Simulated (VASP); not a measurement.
Runs of VASP 6.6.1 on W. The structure is cubic, space group Im-3m (No. 229). Conventional cell: a = 3.165 Å, b = 3.165 Å, c = 3.165 Å, α = 90.00°, β = 90.00°, γ = 90.00°. Around W (site symmetry m-3m) lie 8 W at 2.74 Å. 

```csv
task,level,potentials or basis,cell,cutoff (eV),gap on the mesh (eV),pressure (GPa),relaxed volume (Å³/atom)
relaxation of cell and atoms,revPBE,"VASP PAW PBE potentials, release 64 (W_sv)",relaxed,600,none,0.0,16.32
relaxation of cell and atoms,optB88-vdW,"VASP PAW PBE potentials, release 64 (W_sv)",relaxed,600,none,0.0,16.15
relaxation of cell and atoms,AM05,"VASP PAW PBE potentials, release 64 (W_sv)",relaxed,600,none,0.0,(a)
relaxation of cell and atoms,PW91,"VASP PAW PBE potentials, release 64 (W_sv)",relaxed,600,none,0.0,16.25
relaxation of cell and atoms,RPBE,"VASP PAW PBE potentials, release 64 (W_sv)",relaxed,600,none,0.0,16.38
relaxation of cell and atoms,BLYP,"VASP PAW PBE potentials, release 64 (W_sv)",relaxed,600,none,0.0,16.77
relaxation of cell and atoms,LDA,"VASP PAW LDA potentials, release 64 (W_sv)",relaxed,600,none,0.0,15.49
relaxation of cell and atoms,PBE,"VASP PAW PBE potentials, release 64 (W_sv)",relaxed,600,none,0.0,(c)
relaxation of cell and atoms,rev-vdW-DF2,"VASP PAW PBE potentials, release 64 (W_sv)",relaxed,600,none,0.0,(b)
band structure,AM05,"VASP PAW PBE potentials, release 64 (W_sv)",as given,520,-,-4.0,-
```

Alike in all rows: no spin polarisation; k mesh 12 × 12 × 12; smearing fermi-dirac 0.05 eV.

Question: Estimate the missing entries.

Answer: (a) 15.65; (b) 15.96; (c) 16.18.

Caveats: the PAW data sets were made with another functional, which shifts forces and pressure a little (some runs); spin-orbit coupling is left out, which moves the levels of the heavy elements (some runs).

A k mesh can miss the band edges, and the runs leave out spin-orbit coupling on W.

A gap of «none» marks a metal or a gap under the smearing width.
